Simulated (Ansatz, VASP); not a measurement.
# AlN in two plane-wave programs, part 2 of 2

Wanted: the spread between two codes on one cell, functional and k mesh.

VASP 6.6.1 and Ansatz 0.2.0.

So far: The starting structure; Ansatz: relaxation of cell and atoms, LDA; VASP: relaxation of cell and atoms, LDA.

**3. VASP: relaxation of cell and atoms, LDA (continued)**

Level of this step: LDA; plane waves and PAW (Al, N) (VASP).

Numbers of over 12 decimals in the logs are rounded to 6 here.

From OUTCAR (step 3):

```text
ion  position               nearest neighbor table
   1  0.333  0.667  0.000-   4 1.89   4 1.89   4 1.89   3 1.90   2 3.07   2 3.07   2 3.07   2 3.07
                             2 3.07   2 3.07
   2  0.667  0.333  0.500-   3 1.89   3 1.89   3 1.89   4 1.90   1 3.07   1 3.07   1 3.07   1 3.07
                             1 3.07   1 3.07
   3  0.333  0.667  0.382-   2 1.89   2 1.89   2 1.89   1 1.90
   4  0.667  0.333  0.882-   1 1.89   1 1.89   1 1.89   2 1.90

  LATTYP: Found a hexagonal cell.
 ALAT       =     3.1120000000
 C/A-ratio  =     1.6008997429

 Subroutine GETGRP returns: Found 12 space group operations
 (whereof  6 operations were pure point group operations)

The static configuration has the point symmetry C_3v.
 The point group associated with its full space group is C_6v.

 Found     56 irreducible k-points:

   k-points           NKPTS =     56   k-points in BZ     NKDIM =     56   number of bands    NBANDS=     14

   dimension x,y,z NGX =    24 NGY =   24 NGZ =   40
   dimension x,y,z NGXF=    48 NGYF=   48 NGZF=   80

   ENCUT  =  520.0 eV  38.22 Ry    6.18 a.u.   5.79  5.79  9.26*2*pi/ulx,y,z

   NELECT =      16.0000    total number of electrons

 k-points in reciprocal lattice and weights: Automatic mesh
   0.00000000  0.00000000  0.00000000       0.002
   0.10000000  0.00000000  0.00000000       0.010
   0.20000000  0.00000000  0.00000000       0.010
   0.30000000  0.00000000  0.00000000       0.010
   0.40000000 -0.00000000  0.00000000       0.010
   0.50000000  0.00000000  0.00000000       0.005
   0.10000000  0.10000000  0.00000000       0.010
   0.20000000  0.10000000  0.00000000       0.020
   0.30000000  0.10000000  0.00000000       0.020
[...]
0.40000000  0.20000000  0.50000000       0.010
   0.30000000  0.30000000  0.50000000       0.010

 average (electrostatic) potential at core
       1 -69.6909       2 -69.6909       3 -59.6957       4 -59.6957

 E-fermi :   6.1939

 k-point     1 :       0.0000    0.0000    0.0000
  band No.  band energies     occupation
    ...
      4       5.1961      2.00000
      5       5.1961      2.00000
      6       5.8561      2.00000
      7       5.8561      2.00000
      8       6.0798      2.00000
      9      10.4767      0.00000
     10      12.7862      0.00000
     11      16.7091      0.00000
     12      17.1588      0.00000
     13      17.1588      0.00000
    ...

 k-point     2 :       0.1000    0.0000    0.0000
  band No.  band energies     occupation
    ...
      4       4.6042      2.00000
      5       5.0274      2.00000
      6       5.2965      2.00000
      7       5.8363      2.00000
      8       6.0223      2.00000
      9      11.0320      0.00000
     10      13.2906      0.00000
     11      16.1528      0.00000
     12      16.3623      0.00000
     13      17.5303      0.00000
    ...

 k-point     3 :       0.2000    0.0000    0.0000
  band No.  band energies     occupation
    ...
      4       3.2716      2.00000
      5       4.1815      2.00000
      6       4.6629      2.00000
      7       5.7328      2.00000
      8       5.8134      2.00000
      9      12.0182      0.00000
     10      13.9004      0.00000
     11      14.7089      0.00000
     12      15.8155      0.00000
     13      18.0314      0.00000
    ...

  Total       -0.0115377     -0.0115377     -0.0101418      0.0000000     -0.0000000      0.0000000
  in kB       -0.4511318     -0.4511318     -0.3965515      0.0000000     -0.0000000      0.0000000
  external PRESSURE =      -0.4329384 kB  Pullay stress =       0.0000000 kB

  energy-cutoff  :      520.00
  volume of cell :       40.98
      direct lattice vectors                 reciprocal lattice vectors
     3.091822985  0.000000000  0.000000000     0.323433782  0.186734581 -0.000000000
    -1.545911492  2.677597249 -0.000000000     0.000000000  0.373469162  0.000000000
     0.000000000  0.000000000  4.949542707    -0.000000000  0.000000000  0.202038867

 POSITION                                       TOTAL-FORCE (eV/Angst)
 -----------------------------------------------------------------------------------
     -0.00000      1.78506      0.00035        -0.000000     -0.000000     -0.003842
      1.54591      0.89253      2.47512        -0.000000     -0.000000     -0.003842
     -0.00000      1.78506      1.89038         0.000000     -0.000000      0.003842
      1.54591      0.89253      4.36515         0.000000      0.000000      0.003842
 -----------------------------------------------------------------------------------
    total drift:                               -0.000000      0.000000     -0.000424

  FREE ENERGIE OF THE ION-ELECTRON SYSTEM (eV)
  ---------------------------------------------------
  free  energy   TOTEN  =       -32.8418053876 eV

  energy  without entropy=      -32.8418053876  energy(sigma->0) =      -32.84180539

 reached required accuracy - stopping structural energy minimisation

 total charge
# of ion       s       p       d       tot
------------------------------------------
    1        0.378   0.461   0.000   0.839
    2        0.378   0.461   0.000   0.839
    3        1.211   2.625   0.000   3.836
    4        1.211   2.625   0.000   3.836
--------------------------------------------------
tot          3.177   6.173   0.000   9.350

[... 3 further parts left out ...]
```

The run keeps the 12 symmetry operations of its start, so it cannot find a distortion of lower symmetry.

**4. Side by side**

Known differences besides the potentials themselves: the two LDA forms differ slightly; both relaxations stop at a tolerance, which leaves soft axes loose, and VASP keeps its plane-wave basis; the cutoff is 420 eV in Ansatz and 520 eV in VASP; VASP's log shows a relativistic correction to its local exchange, Ansatz's none; Ansatz adds a Pulay correction to the stress that steers its cell, VASP none. Total energies have different zeros and are not compared.

The two programs side by side:

```csv
quantity,Ansatz,VASP,difference
volume (Å³),40.85,40.98,-0.31 %
"edge a after relaxation, in the typed setting (Å)",3.089,3.092,-0.09 %
"edge c after relaxation, in the typed setting (Å)",4.944,4.949,-0.12 %
```

The walks stopped with -0.03 GPa left in Ansatz and -0.04 GPa in VASP; each walk ends within a tolerance, so the volume difference is uncertain by about these residues over the bulk modulus, most in soft cells.

**5. Summary of results**

- difference in volume (relaxation of cell and atoms, LDA): -0.31 %

What this shows: The difference in volume is -0.31 % (relaxation of cell and atoms, LDA), within the 1.2 % picked in this series as the mark of a large difference, as far as the stopping tolerances let one tell. How closely two codes agree says nothing of how well the functional describes the real material.

[Lines on the potential files, build, host, timing and source positions are cut from VASP's logs without a mark.]

[Logs are printed without paths, hosts, clocks, repeated set-up lines and the standing remarks that a program may print on its own settings, such as how far it seeks lower states.]

[Hosts, paths, dates, database ids (printed as entryN), source tags and the programs' standing remarks are cut or masked in the printed files.]
